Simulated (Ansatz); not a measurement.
# Ionic part of the dielectric constant of BN at 30 GPa, mode by mode

These are results of Ansatz, DFT LDA, scalar-relativistic, plane waves, PAW, not measurements. Plane waves to 420 eV; Γ-centred k mesh 12×12×12; fixed occupations. No spin polarisation. Phonons by linear response, acoustic sum rule imposed.

The structure is trigonal, space group R3m (No. 160). Conventional cell: a = 2.447 Å, b = 2.447 Å, c = 7.412 Å, α = 90.00°, β = 90.00°, γ = 120.00°. B (site symmetry 3m) has 3 N at 1.41 Å as nearest neighbours. Around N (site symmetry 3m) lie 3 B at 1.41 Å.

The crystal is built of layers and no dispersion correction was added, so the binding between them is poorly described, and with it their spacing and whatever depends on it.

The primitive cell has V = 12.81 Å³ and ε∞,xx = 5.575. Each polar mode adds Δε = (4.92064×10⁷/V)·S/ν² along x, with S its oscillator strength in e²/amu, ν in cm⁻¹ and V in Å³.

Task: From these modes, find each Δε and ε0,xx.
```
ν (cm⁻¹) S_xx (e²/amu)
  1476.0          1.071
```

Result:
| ν (cm⁻¹) | Δε |
| --- | --- |
| 1476.0 | 1.89 |

The sum is 1.889, so ε0,xx = 7.46; the run's tensor has 7.46.

Task: Where do the longitudinal modes lie for a wave vector along x?

Result: At 1708 cm⁻¹. The Lyddane–Sachs–Teller product Π(ν_LO/ν_TO)² = 1.34 matches ε0/ε∞ = 1.34.

This form isn't the usual stable structure of the compound at low pressure.

Cost: 1 run of about 1.2 core-minutes, on AMD EPYC (Zen 3) (shared hosts).